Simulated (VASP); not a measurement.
Input of a VASP 6.6.1 run:

POSCAR

```
SiC
1.0
    0.0000000000      2.1790000000      2.1790000000
    2.1790000000      0.0000000000      2.1790000000
    2.1790000000      2.1790000000      0.0000000000
Si C
1 1
Direct
    0.0000000000      0.0000000000      0.0000000000
    0.7500000000      0.7500000000      0.7500000000
```

The input INCAR.step1:

```
SYSTEM = SiC
  ALGO = Normal
  EDIFF = 1E-6
  ENCUT = 900
  GGA = PE
  ISIF = 2
  ISMEAR = -1
  LASPH = .True.
  LCHARG = .True.
  LREAL = .False.
  LWAVE = .False.
  NELM = 80
  PREC = Accurate
  SIGMA = 0.05
```

File KPOINTS.step1:

```
k-points
0
Gamma
  10 10 10
  0 0 0
```

Contents of INCAR.step2:

```
SYSTEM = SiC
  ALGO = Normal
  EDIFF = 1E-6
  ENCUT = 900
  GGA = PE
  ICHARG = 11
  ISIF = 2
  ISMEAR = 0
  LASPH = .True.
  LCHARG = .False.
  LREAL = .False.
  LWAVE = .False.
  NELM = 80
  PREC = Accurate
  SIGMA = 0.05
```

File KPOINTS.step2:

```
path GXWKGLUWLK,UX
20
line-mode
reciprocal
 0.0000000000  0.0000000000  0.0000000000  G
 0.5000000000  0.0000000000  0.5000000000  X

 0.5000000000  0.0000000000  0.5000000000  X
 0.5000000000  0.2500000000  0.7500000000  W

 0.5000000000  0.2500000000  0.7500000000  W
 0.3750000000  0.3750000000  0.7500000000  K

 0.3750000000  0.3750000000  0.7500000000  K
 0.0000000000  0.0000000000  0.0000000000  G

 0.0000000000  0.0000000000  0.0000000000  G
 0.5000000000  0.5000000000  0.5000000000  L

 0.5000000000  0.5000000000  0.5000000000  L
 0.6250000000  0.2500000000  0.6250000000  U

 0.6250000000  0.2500000000  0.6250000000  U
 0.5000000000  0.2500000000  0.7500000000  W

 0.5000000000  0.2500000000  0.7500000000  W
 0.5000000000  0.5000000000  0.5000000000  L

 0.5000000000  0.5000000000  0.5000000000  L
 0.3750000000  0.3750000000  0.7500000000  K

 0.6250000000  0.2500000000  0.6250000000  U
 0.5000000000  0.0000000000  0.5000000000  X
```

Potentials or basis: VASP PAW PBE potentials, release 64 (Si_GW, C_GW).

Launch:

```sh
$ cat potpaw_PBE.64/Si_GW/POTCAR potpaw_PBE.64/C_GW/POTCAR > POTCAR
$ cp INCAR.step1 INCAR
$ cp KPOINTS.step1 KPOINTS
$ mpirun -np 1 vasp_std > vasp.out
$ cp INCAR.step2 INCAR
$ cp KPOINTS.step2 KPOINTS
$ mpirun -np 1 vasp_std > vasp.out
```

Problem. Estimate the band gap along the path.

Solution. 1.36 eV, indirect (least direct gap 4.55 eV).

Problem. Estimate the band gap on the k mesh.

Solution. 1.36 eV, indirect (least direct gap 4.54 eV).

Levels at the corners of the path, in eV from the valence-band top:
```csv
point,band 2,band 3,band 4,band 5,band 6,band 7
Γ,0.00,0.00,0.00,6.23,7.31,7.31
X,-7.80,-3.19,-3.19,1.36,4.32,14.02
X,-7.80,-3.19,-3.19,1.36,4.32,14.02
W,-7.02,-4.99,-4.69,5.21,9.44,9.45
W,-7.02,-4.99,-4.69,5.21,9.44,9.45
K,-7.27,-5.54,-2.59,3.11,7.77,11.85
K,-7.27,-5.54,-2.59,3.11,7.77,11.85
Γ,0.00,0.00,0.00,6.23,7.31,7.31
Γ,0.00,0.00,0.00,6.23,7.31,7.31
L,-8.54,-1.05,-1.05,5.43,7.23,7.23
L,-8.54,-1.05,-1.05,5.43,7.23,7.23
U,-7.27,-5.54,-2.59,3.11,7.77,11.84
U,-7.27,-5.54,-2.59,3.11,7.77,11.85
W,-7.02,-4.99,-4.69,5.21,9.44,9.45
W,-7.02,-4.99,-4.69,5.21,9.44,9.45
L,-8.54,-1.05,-1.05,5.43,7.23,7.23
L,-8.54,-1.05,-1.05,5.43,7.23,7.23
K,-7.27,-5.54,-2.59,3.11,7.77,11.85
U,-7.27,-5.54,-2.59,3.11,7.77,11.85
X,-7.80,-3.19,-3.19,1.36,4.32,14.02
```

Caveat: the log is that of the step along the path at fixed density, whose energy, stress, charges and moments have no meaning.

**Measured values to compare with.**

From “Insight into the structural, elastic and electronic properties of a new orthorhombic 6O-SiC polytype”, 2020, pmc:7200658, for a bulk crystal of SiC: band gap 2.4 eV (indirect).

Measured gap of SiC: 2.4 eV (indirect; quoted in “Insight into the structural, elastic and electronic properties of a new orthorhombic 6O-SiC polytype”, 2020, pmc:7200658). This calculation gives 1.36 eV (-1.04 eV). The value is that of PBE, without temperature or zero-point motion. Semilocal functionals fall short of measured gaps as a rule.
